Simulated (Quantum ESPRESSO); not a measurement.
A run of Quantum ESPRESSO 7.5 is set up as follows.

pw.in

```
&CONTROL
  calculation = 'scf'
  prefix = 'pwscf'
  outdir = './tmp'
  pseudo_dir = './pseudo'
  tprnfor = .true.
  tstress = .true.
  disk_io = 'low'
/
&SYSTEM
  ibrav = 0
  nat = 2
  ntyp = 2
  ecutwfc = 70
  nbnd = 30
  occupations = 'smearing'
  smearing = 'fd'
  degauss = 0.00367493
  noncolin = .true.
  lspinorb = .true.
/
&ELECTRONS
  conv_thr = 4d-10
  electron_maxstep = 120
  mixing_beta = 0.5
/
ATOMIC_SPECIES
In   114.8180 In.upf
P     30.9738 P.upf
CELL_PARAMETERS angstrom
   0.0000000000    2.9305000000    2.9305000000
   2.9305000000    0.0000000000    2.9305000000
   2.9305000000    2.9305000000    0.0000000000
ATOMIC_POSITIONS angstrom
In     0.0000000000    0.0000000000    0.0000000000
P      4.3957500000    4.3957500000    4.3957500000
K_POINTS automatic
8 8 8 0 0 0
```

bands.in

```
&CONTROL
  calculation = 'bands'
  prefix = 'pwscf'
  outdir = './tmp'
  pseudo_dir = './pseudo'
  disk_io = 'low'
  verbosity = 'high'
/
&SYSTEM
  ibrav = 0
  nat = 2
  ntyp = 2
  ecutwfc = 70
  nbnd = 30
  occupations = 'smearing'
  smearing = 'fd'
  degauss = 0.00367493
  noncolin = .true.
  lspinorb = .true.
/
&ELECTRONS
  conv_thr = 1d-08
  electron_maxstep = 120
  mixing_beta = 0.5
  diago_full_acc = .true.
/
ATOMIC_SPECIES
In   114.8180 In.upf
P     30.9738 P.upf
CELL_PARAMETERS angstrom
   0.0000000000    2.9305000000    2.9305000000
   2.9305000000    0.0000000000    2.9305000000
   2.9305000000    2.9305000000    0.0000000000
ATOMIC_POSITIONS angstrom
In     0.0000000000    0.0000000000    0.0000000000
P      4.3957500000    4.3957500000    4.3957500000
K_POINTS crystal
60
 0.0000000000  0.0000000000  0.0000000000 1
 0.0625000000  0.0000000000  0.0625000000 1
 0.1250000000  0.0000000000  0.1250000000 1
 0.1875000000  0.0000000000  0.1875000000 1
 0.2500000000  0.0000000000  0.2500000000 1
 0.3125000000  0.0000000000  0.3125000000 1
 0.3750000000  0.0000000000  0.3750000000 1
 0.4375000000  0.0000000000  0.4375000000 1
 0.5000000000  0.0000000000  0.5000000000 1
 0.5000000000  0.0625000000  0.5625000000 1
 0.5000000000  0.1250000000  0.6250000000 1
 0.5000000000  0.1875000000  0.6875000000 1
 0.5000000000  0.2500000000  0.7500000000 1
 0.4375000000  0.3125000000  0.7500000000 1
 0.3750000000  0.3750000000  0.7500000000 1
 0.3375000000  0.3375000000  0.6750000000 1
 0.3000000000  0.3000000000  0.6000000000 1
 0.2625000000  0.2625000000  0.5250000000 1
 0.2250000000  0.2250000000  0.4500000000 1
 0.1875000000  0.1875000000  0.3750000000 1
 0.1500000000  0.1500000000  0.3000000000 1
 0.1125000000  0.1125000000  0.2250000000 1
 0.0750000000  0.0750000000  0.1500000000 1
 0.0375000000  0.0375000000  0.0750000000 1
 0.0000000000  0.0000000000  0.0000000000 1
 0.0625000000  0.0625000000  0.0625000000 1
 0.1250000000  0.1250000000  0.1250000000 1
 0.1875000000  0.1875000000  0.1875000000 1
 0.2500000000  0.2500000000  0.2500000000 1
 0.3125000000  0.3125000000  0.3125000000 1
 0.3750000000  0.3750000000  0.3750000000 1
 0.4375000000  0.4375000000  0.4375000000 1
 0.5000000000  0.5000000000  0.5000000000 1
 0.5250000000  0.4500000000  0.5250000000 1
 0.5500000000  0.4000000000  0.5500000000 1
 0.5750000000  0.3500000000  0.5750000000 1
 0.6000000000  0.3000000000  0.6000000000 1
 0.6250000000  0.2500000000  0.6250000000 1
 0.5833333333  0.2500000000  0.6666666667 1
 0.5416666667  0.2500000000  0.7083333333 1
 0.5000000000  0.2500000000  0.7500000000 1
 0.5000000000  0.2857142857  0.7142857143 1
 0.5000000000  0.3214285714  0.6785714286 1
 0.5000000000  0.3571428571  0.6428571429 1
 0.5000000000  0.3928571429  0.6071428571 1
 0.5000000000  0.4285714286  0.5714285714 1
 0.5000000000  0.4642857143  0.5357142857 1
 0.5000000000  0.5000000000  0.5000000000 1
 0.4821428571  0.4821428571  0.5357142857 1
 0.4642857143  0.4642857143  0.5714285714 1
 0.4464285714  0.4464285714  0.6071428571 1
 0.4285714286  0.4285714286  0.6428571429 1
 0.4107142857  0.4107142857  0.6785714286 1
 0.3928571429  0.3928571429  0.7142857143 1
 0.3750000000  0.3750000000  0.7500000000 1
 0.6250000000  0.2500000000  0.6250000000 1
 0.5937500000  0.1875000000  0.5937500000 1
 0.5625000000  0.1250000000  0.5625000000 1
 0.5312500000  0.0625000000  0.5312500000 1
 0.5000000000  0.0000000000  0.5000000000 1
```

Potentials or basis: PseudoDojo 0.4 FR PBE standard.

Launch:

```bash
$ OMP_NUM_THREADS=1 pw.x -in pw.in > pw.out
$ OMP_NUM_THREADS=1 pw.x -in bands.in > bands.out
```

(1) What does it give for the band gap on the k mesh?

(2) Predict the band gap along the path.

(3) What does it give for the pressure?

Answers

(1) 0.68 eV, direct.

(2) 0.68 eV, direct.

(3) 3.4 GPa.

**The experiment to reproduce.**

A printed reference work, data compilation reports, for a bulk crystal of InP at 1.6 K: band gap 1.4236 eV (direct).

Measured gap of InP: 1.4236 eV (direct; 1.6 K; a printed reference work, data compilation). This calculation gives 0.68 eV (-0.74 eV). The value is that of PBE, without temperature or zero-point motion. Semilocal functionals fall short of measured gaps as a rule.
